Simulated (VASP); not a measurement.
# Hf (P6/mmm) in VASP: settings compared

Aim: see how the results for Hf move with the level of theory and the settings. Levels: PBEsol, LDA, PBE. Tasks: relaxation of cell and atoms.

Everything below comes from runs of VASP 6.6.1. Logs are shortened: lines on timing, memory, paths and dates and some standing lists are left out, and cuts for length are marked.

**1. The structure**

The structure is hexagonal, space group P6/mmm (No. 191). The conventional cell has a = 4.962 Å, b = 4.962 Å, c = 3.086 Å, α = 90.00°, β = 90.00°, γ = 120.00°. Hf (site symmetry -6m2) has 11 Hf at 2.87 to 3.25 Å as nearest neighbours. Around Hf (site symmetry 6/mmm) lie 14 Hf at 3.09 to 3.25 Å.

This isn't the form of Hf at room conditions, which is hcp.

**2. Relaxation of cell and atoms, PBEsol**

Input file INCAR:

```
SYSTEM = Hf
ALGO = Fast
EDIFF = 1E-7
EDIFFG = -0.005
ENCUT = 600
GGA = PS
IBRION = 2
ISIF = 3
ISMEAR = 0
LASPH = .TRUE.
LCHARG = .FALSE.
LREAL = .FALSE.
LWAVE = .FALSE.
NELM = 100
NSW = 90
PREC = Accurate
SIGMA = 0.1
```

Input file KPOINTS:

```
k-points
0
G
  12 12 14
  0 0 0
```

Input file POSCAR:

```
Hf
1.0
    4.9623295400      0.0000000000      0.0000000000
   -2.4811647700      4.2975034500      0.0000000000
    0.0000000000      0.0000000000      3.0862322500
Hf
3
Direct
    0.6666666700      0.3333333300      0.5000000000
    0.3333333300      0.6666666700      0.5000000000
    0.0000000000      0.0000000000      0.0000000000
```

Potentials or basis: VASP PAW PBE potentials, release 64 (Hf_pv).

Started as:

```sh
$ cat potpaw_PBE.64/Hf_pv/POTCAR > POTCAR
$ mpirun -np 1 vasp_std > vasp.out
```

OUTCAR:

```text
SYSTEM = Hf
   EDIFF = 1E-7
   EDIFFG = -0.005
   ENCUT = 600
   GGA = PS
   IBRION = 2
   ISIF = 3
   ISMEAR = 0
   LASPH = .TRUE.
   LREAL = .FALSE.
   NELM = 100
   NSW = 90
   PREC = Accurate

 ion  position               nearest neighbor table
   1  0.667  0.333  0.500-   2 2.87   2 2.87   2 2.87   3 3.25   3 3.25   3 3.25   3 3.25   3 3.25
                             3 3.25
   2  0.333  0.667  0.500-   1 2.87   1 2.87   1 2.87   3 3.25   3 3.25   3 3.25   3 3.25   3 3.25
                             3 3.25
   3  0.000  0.000  0.000-   1 3.25   2 3.25   1 3.25   2 3.25   1 3.25   1 3.25   2 3.25   2 3.25
                             1 3.25   1 3.25   2 3.25   2 3.25

  LATTYP: Found a hexagonal cell.
 ALAT       =     4.9623295400
 C/A-ratio  =     0.6219321440

  Lattice vectors:

 A1 = (   4.9623295400,   0.0000000000,   0.0000000000)
 A2 = (  -2.4811647700,   4.2975034500,   0.0000000000)
 A3 = (   0.0000000000,   0.0000000000,   3.0862322500)

Analysis of symmetry for initial positions (statically):
=====================================================================
 Subroutine PRICEL returns:
 Original cell was already a primitive cell.

 Routine SETGRP: Setting up the symmetry group for a
 hexagonal supercell.

 Subroutine GETGRP returns: Found 24 space group operations
 (whereof 24 operations were pure point group operations)
 out of a pool of 24 trial point group operations.

The static configuration has the point symmetry D_6h.

Analysis of symmetry for dynamics (positions and initial velocities):
=====================================================================
 Subroutine PRICEL returns:
 Original cell was already a primitive cell.

 Routine SETGRP: Setting up the symmetry group for a
 hexagonal supercell.

 Subroutine GETGRP returns: Found 24 space group operations
 (whereof 24 operations were pure point group operations)
 out of a pool of 24 trial point group operations.

The dynamic configuration has the point symmetry D_6h.

 Subroutine INISYM returns: Found 24 space group operations
 (whereof 24 operations are pure point group operations),
 and found     1 'primitive' translations

----------------------------------------------------------------------------------------

                                     Primitive cell

  volume of cell :      65.8158

  direct lattice vectors                    reciprocal lattice vectors
     4.962329540  0.000000000  0.000000000     0.201518257  0.116346620  0.000000000
    -2.481164770  4.297503450  0.000000000     0.000000000  0.232693240  0.000000000
     0.000000000  0.000000000  3.086232250     0.000000000  0.000000000  0.324019685

  length of vectors
     4.962329540  4.962329546  3.086232250     0.232693240  0.232693240  0.324019685

  position of ions in fractional coordinates (direct lattice)
     0.666666670  0.333333330  0.500000000
     0.333333330  0.666666670  0.500000000
     0.000000000  0.000000000  0.000000000

  ion indices of the primitive-cell ions
   primitive index   ion index
                 1           1
                 2           2
                 3           3

----------------------------------------------------------------------------------------

 KPOINTS: k-points

Automatic generation of k-mesh.
 Grid dimensions read from file:
 generate k-points for:   12   12   14

 Generating k-lattice:

  Cartesian coordinates                     Fractional coordinates (reciprocal lattice)
     0.016793188  0.009695552  0.000000000     0.083333333  0.000000000  0.000000000
     0.000000000  0.019391103  0.000000000     0.000000000  0.083333333  0.000000000
     0.000000000  0.000000000  0.023144263     0.000000000  0.000000000  0.071428571

  Length of vectors
     0.019391103  0.019391103  0.023144263

  Shift w.r.t. Gamma in fractional coordinates (k-lattice)
     0.000000000  0.000000000  0.000000000

 Subroutine IBZKPT returns following result:
 ===========================================

 Found    152 irreducible k-points:

 Following reciprocal coordinates:
            Coordinates               Weight
  0.000000  0.000000  0.000000      1.000000
  0.083333  0.000000  0.000000      6.000000
  0.166667  0.000000  0.000000      6.000000
  0.250000  0.000000  0.000000      6.000000
  0.333333  0.000000  0.000000      6.000000
  0.416667  0.000000  0.000000      6.000000
[... 16 lines left out ...]
  0.250000  0.000000  0.071429     12.000000
  0.333333  0.000000  0.071429     12.000000
 [... further k-points ...]
   k-points           NKPTS =    152   k-points in BZ     NKDIM =    152   number of bands    NBANDS=     19
   number of dos      NEDOS =    301   number of ions     NIONS =      3
   total plane-waves  NPLWV =  44800
   dimension x,y,z NGX =    40 NGY =   40 NGZ =   28
   dimension x,y,z NGXF=    80 NGYF=   80 NGZF=   56
   ions per type =               3
   NGX,Y,Z   is equivalent  to a cutoff of  13.40, 13.40, 15.08 a.u.
   NGXF,Y,Z  is equivalent  to a cutoff of  26.80, 26.80, 30.17 a.u.
 SYSTEM =  Hf
   PREC   = accura    normal or accurate (medium, high low for compatibility)
   ISTART =      0    job   : 0-new  1-cont  2-samecut
   ICHARG =      2    charge: 1-file 2-atom 10-const
   ISPIN  =      1    spin polarized calculation?
   LNONCOLLINEAR =      F non collinear calculations
   LSORBIT =      F    spin-orbit coupling
   LASPH  =      T    aspherical Exc in radial PAW
   ENCUT  =  600.0 eV  44.10 Ry    6.64 a.u.   9.91  9.91  6.16*2*pi/ulx,y,z
   NELM   =    100;   NELMIN=  2; NELMDL= -5     # of ELM steps
   EDIFF  = 0.1E-06   stopping-criterion for ELM
   LREAL  =      F    real-space projection
   EDIFFG = -.5E-02   stopping-criterion for IOM
   NSW    =     90    number of steps for IOM
   IBRION =      2    ionic relax: 0-MD 1-quasi-New 2-CG
   NFREE  =      1    steps in history (QN), initial steepest desc. (CG)
   ISIF   =      3    stress and relaxation
   ISYM   =      2    0-nonsym 1-usesym 2-fastsym
   POTIM  = 0.5000    time-step for ionic-motion
   TEBEG  =    0.0;   TEEND  =   0.0 temperature during run
   PSTRESS=    0.0 pullay stress
   NELECT =      30.0000    total number of electrons
   NUPDOWN=      -1.0000    fix difference up-down
   EMIN   =  10.00;   EMAX   =-10.00  energy-range for DOS
   EFERMI =   0.00;   METHOD = LEGACY
   ISMEAR =     0;   SIGMA  =   0.10  broadening in eV -4-tet -1-fermi 0-gaus
   EFERMI_NEDOS =   21; number of points for ismear=-14 and -15
   IALGO  =     68    algorithm
   IMIX   =      4    mixing-type and parameters
     AMIX     =   0.40;   BMIX     =  1.00
     AMIX_MAG =   1.60;   BMIX_MAG =  1.00
  volume/ion in A,a.u.               =      21.94       148.05
  Fermi-wavevector in a.u.,A,eV,Ry     =   1.259907  2.380879 21.597416  1.587365
  Thomas-Fermi vector in A             =   2.393443
   LORBIT       =      0    0 simple, 1 ext, 2 COOP (PROOUT), +10 PAW based schemes
   GGA     = PS    functional components
   LHFCALC =     F    Hartree Fock is set to
   AEXX    =    0.0000 exact exchange contribution
   IVDW    =     0    specifies the selected vdW correction
   LEPSILON=     F    determine dielectric tensor
   LRPA    =     F    only Hartree local field effects (RPA)
 conjugate gradient relaxation of ions
 non-spin polarized calculation
 RMM-DIIS sequential band-by-band and
 Gauss-broadening in eV      SIGMA  =   0.10
  energy-cutoff  :      600.00
  volume of cell :       65.82
 maximum number of plane-waves:      2220
 NGX is ok and might be reduce to    40
   NGX = 19   NGY = 19   NGZ = 13

--------------------------------------- Ionic step        1  -------------------------------------------

 number of electron      30.0000002 magnetization

 Free energy of the ion-electron system (eV)
  ---------------------------------------------------
  ext. energy  EPLUGINS =         0.00000000
  ---------------------------------------------------
  free energy    TOTEN  =       -31.39514578 eV

  energy without entropy =      -31.38261821  energy(sigma->0) =      -31.38888199

------------------------ aborting loop because EDIFF is reached ----------------------------------------

  FORCE on cell =-STRESS in cart. coord.  units (eV):
  Direction    XX          YY          ZZ          XY          YZ          ZX
  --------------------------------------------------------------------------------------
  -------------------------------------------------------------------------------------
  Total       -1.3299860     -1.3299860     -1.2643963      0.0000000      0.0000000     -0.0000000
  in kB      -32.3762994    -32.3762995    -30.7796265      0.0000000      0.0000000     -0.0000000
  external PRESSURE =     -31.8440751 kB  Pullay stress =       0.0000000 kB
[... 281 lines left out ...]
  energy  without entropy=      -31.4017330478  energy(sigma->0) =      -31.40795174

--------------------------------------- Ionic step        9  -------------------------------------------

 number of electron      30.0000001 magnetization

 Free energy of the ion-electron system (eV)
  ---------------------------------------------------
  ext. energy  EPLUGINS =         0.00000000
  ---------------------------------------------------
  free energy    TOTEN  =       -31.41417381 eV

  energy without entropy =      -31.40173812  energy(sigma->0) =      -31.40795597

 E-fermi :   4.8965     XC(G=0): -11.6128

 val. band max:        4.8843566595   @ k =   0.3333   0.3333   0.2857
 cond. band min:       4.8987186485   @ k =   0.3333   0.3333   0.2143
 fundamental gap:      0.0143619891
 Fermi energy:         4.8964574484

 k-point     1 :       0.0000    0.0000    0.0000
  band No.  band energies     occupation
      1     -25.6930      2.00000
      2     -25.6930      2.00000
      3     -25.6663      2.00000
      4     -25.6663      2.00000
      5     -25.2468      2.00000
      6     -24.9810      2.00000
[... 11 lines left out ...]
     18       7.0846      0.00000
     19       7.0846      0.00000
[... 489 lines left out ...]
      3     -25.4136      2.00000
      4     -25.4133      2.00000
      5     -25.2344      2.00000
      6     -25.0336      2.00000
[... 11 lines left out ...]
     18       5.9466      0.00000
     19       6.6305      0.00000

 [... further k-points ...]

------------------------ aborting loop because EDIFF is reached ----------------------------------------

  FORCE on cell =-STRESS in cart. coord.  units (eV):
  Direction    XX          YY          ZZ          XY          YZ          ZX
  --------------------------------------------------------------------------------------
  -------------------------------------------------------------------------------------
  Total       -0.0000580     -0.0000580      0.0046224      0.0000000      0.0000000      0.0000000
  in kB       -0.0014521     -0.0014521      0.1158184      0.0000000      0.0000000      0.0000000
  external PRESSURE =       0.0376381 kB  Pullay stress =       0.0000000 kB
[... 18 lines left out ...]
  FREE ENERGIE OF THE ION-ELECTRON SYSTEM (eV)
  ---------------------------------------------------
  free  energy   TOTEN  =       -31.4141738149 eV

  energy  without entropy=      -31.4017381202  energy(sigma->0) =      -31.40795597

 reached required accuracy - stopping structural energy minimisation
```

It took 24 min on 1 thread of Intel Xeon Platinum 8375C at 2.90GHz (Ice Lake), shared host; peak memory 0.35 GiB.

Results:

```yaml
Free_energy: -31.4142 eV
Relaxed_volume: 21.31 Å³/atom
Relaxed_cell: a = 4.912 Å, b = 4.912 Å, c = 3.060 Å, α = 90.00°, β = 90.00°, γ = 120.00°
Space_group_after_relaxing_to_0.05_Å: P6/mmm (No. 191)
Energy_gained_by_relaxing: 6.3 meV/atom
Ionic_steps: 9
Pressure_after_relaxing: 0.0 GPa
Band_gap_on_the_k_mesh: none (metal or under the smearing width)
```

The path:
```csv
step,energy change (eV),largest force (eV/Å),pressure (GPa),volume (Å³)
1,0.0000,0.0000,-3.18,65.82
2,0.0098,0.0000,4.32,61.75
3,-0.0190,0.0000,-0.01,63.96
4,-0.0190,0.0000,0.05,63.92
5,-0.0190,0.0000,0.05,63.92
6,-0.0190,0.0000,0.05,63.92
7,-0.0190,0.0000,0.05,63.92
8,-0.0190,0.0000,-0.04,63.97
9,-0.0190,0.0000,0.00,63.94
```

Final structure:
```yaml
crystal:
  lattice:
    - [4.91242, 0.00000, 0.00000]
    - [-2.45621, 4.25428, 0.00000]
    - [0.00000, 0.00000, 3.05968]
  atoms:
    - { symbol: Hf, position: [0.66667, 0.33333, 0.50000] }
    - { symbol: Hf, position: [0.33333, 0.66667, 0.50000] }
    - { symbol: Hf, position: [0.00000, 0.00000, 0.00000] }
```

Caveat: the PAW data sets were made with another functional, which shifts forces and pressure a little.

**3. Relaxation of cell and atoms, LDA**

INCAR: that of step 2 with these lines changed.

```diff
@@ -5,3 +5,2 @@
 ENCUT = 600
-GGA = PS
 IBRION = 2
```

KPOINTS is that of step 2.

POSCAR is that of step 2.

Potentials or basis: VASP PAW LDA potentials, release 64 (Hf_pv).

Started as:

```sh
$ cat potpaw_LDA.64/Hf_pv/POTCAR > POTCAR
$ mpirun -np 1 vasp_std > vasp.out
```

Run time: 23 min. Hardware: 1 thread of Intel Xeon Platinum 8375C at 2.90GHz (Ice Lake), shared host; peak memory 0.31 GiB.

It converged, with:

```yaml
Free_energy: -32.0203 eV
Relaxed_volume: 20.63 Å³/atom
Relaxed_cell: a = 4.854 Å, b = 4.854 Å, c = 3.033 Å, α = 90.00°, β = 90.00°, γ = 120.00°
Space_group_after_relaxing_to_0.05_Å: P6/mmm (No. 191)
Energy_gained_by_relaxing: 29.0 meV/atom
Ionic_steps: 6
Pressure_after_relaxing: 0.0 GPa
Band_gap_on_the_k_mesh: none (metal or under the smearing width)
```

The path:
```tsv
step	energy change (eV)	largest force (eV/Å)	pressure (GPa)	volume (Å³)
1	0.0000	0.0000	-6.76	65.82
2	0.0543	0.0000	10.64	57.39
3	-0.0867	0.0000	-0.13	61.96
4	-0.0867	0.0000	0.03	61.88
5	-0.0869	0.0000	0.02	61.88
6	-0.0869	0.0000	0.02	61.88
```

Final structure:
```yaml
crystal:
  lattice:
    - [4.85415, 0.00000, 0.00000]
    - [-2.42707, 4.20381, 0.00000]
    - [0.00000, 0.00000, 3.03269]
  atoms:
    - { symbol: Hf, position: [0.66667, 0.33333, 0.50000] }
    - { symbol: Hf, position: [0.33333, 0.66667, 0.50000] }
    - { symbol: Hf, position: [0.00000, 0.00000, 0.00000] }
```

Levels at points of the mesh, in eV from the Fermi level:
```
           k point  band 12  band 13  band 14  band 15  band 16  band 17  band 18  band 19
(0.00, 0.00, 0.00)    -0.62    -0.58    -0.58    -0.52    -0.52     1.11     2.17     2.17
(0.50, 0.00, 0.00)    -3.74    -0.58    -0.55    -0.44     0.12     0.89     1.49     1.52
(0.00, 0.00, 0.50)    -2.82    -2.08    -2.08    -2.08     1.45     1.45     2.14     2.14
(0.50, 0.00, 0.50)    -2.19    -1.60    -0.87    -0.62     0.49     0.84     1.12     1.80
```

The run has no spin-orbit coupling, so splittings on Hf are missing.

**4. Relaxation of cell and atoms, PBE**

INCAR: that of step 3 with these lines changed.

```diff
@@ -5,2 +5,3 @@
 ENCUT = 600
+GGA = PE
 IBRION = 2
```

KPOINTS is that of step 3.

POSCAR is that of step 3.

Potentials or basis: VASP PAW PBE potentials, release 64 (Hf_pv).

Started as:

```sh
$ cat potpaw_PBE.64/Hf_pv/POTCAR > POTCAR
$ mpirun -np 1 vasp_std > vasp.out
```

Run time: 16 min. Hardware: 1 thread of Intel Xeon Platinum 8375C at 2.90GHz (Ice Lake), shared host; peak memory 0.35 GiB.

The run converged. Its results:

* Free energy: -29.6492 eV
* Relaxed volume: 22.22 Å³/atom
* Relaxed cell: a = 4.986 Å, b = 4.986 Å, c = 3.097 Å, α = 90.00°, β = 90.00°, γ = 120.00°
* Space group after relaxing (to 0.05 Å): P6/mmm (No. 191)
* Energy gained by relaxing: 1.3 meV/atom
* Ionic steps: 5
* Pressure after relaxing: 0.0 GPa
* Band gap on the k mesh: none (metal or under the smearing width)

Step by step:
```csv
step,energy change (eV),largest force (eV/Å),pressure (GPa),volume (Å³)
1,0.0000,0.0000,1.40,65.82
2,0.0009,0.0000,-1.53,67.65
3,-0.0038,0.0000,-0.01,66.68
4,-0.0038,0.0000,0.02,66.67
5,-0.0039,0.0000,0.02,66.66
```

Final structure:
```xyz
3
Lattice="4.9857 0.0000 0.0000 -2.4929 4.3178 0.0000 0.0000 0.0000 3.0968" Properties=species:S:1:pos:R:3 pbc="T T T"
Hf    2.4929    1.4393    1.5484
Hf    0.0000    2.8785    1.5484
Hf   -2.4929    4.3178    0.0000
```

Levels at points of the mesh, in eV from the Fermi level:
```csv
k point,band 12,band 13,band 14,band 15,band 16,band 17,band 18,band 19
"(0.00, 0.00, 0.00)",-0.63,-0.63,-0.61,-0.60,-0.60,1.11,2.14,2.14
"(0.50, 0.00, 0.00)",-3.50,-0.44,-0.38,-0.32,0.20,0.87,1.04,1.61
"(0.00, 0.00, 0.50)",-2.47,-2.19,-1.86,-1.86,1.39,1.39,2.01,2.01
"(0.50, 0.00, 0.50)",-1.97,-1.36,-0.75,-0.70,0.48,0.62,1.12,1.65
```

Spin-orbit coupling is left out, which matters for the levels of Hf.

**5. The runs side by side**

| level | potentials or basis | gap on the mesh (eV) | pressure (GPa) | relaxed volume (Å³/atom) |
| --- | --- | --- | --- | --- |
| PBEsol | VASP PAW PBE potentials, release 64 (Hf_pv) | none | 0.0 | 21.31 |
| LDA | VASP PAW LDA potentials, release 64 (Hf_pv) | none | 0.0 | 20.63 |
| PBE | VASP PAW PBE potentials, release 64 (Hf_pv) | none | 0.0 | 22.22 |

Alike in all rows: task relaxation of cell and atoms; no spin polarisation; cell relaxed; k mesh 12 × 12 × 14; cutoff (eV) 600; smearing gaussian 0.1 eV.

Caveats: the PAW data sets were made with another functional, which shifts forces and pressure a little (some runs).

Total energies depend on the potentials used, so only differences within one code and one set of settings carry meaning.
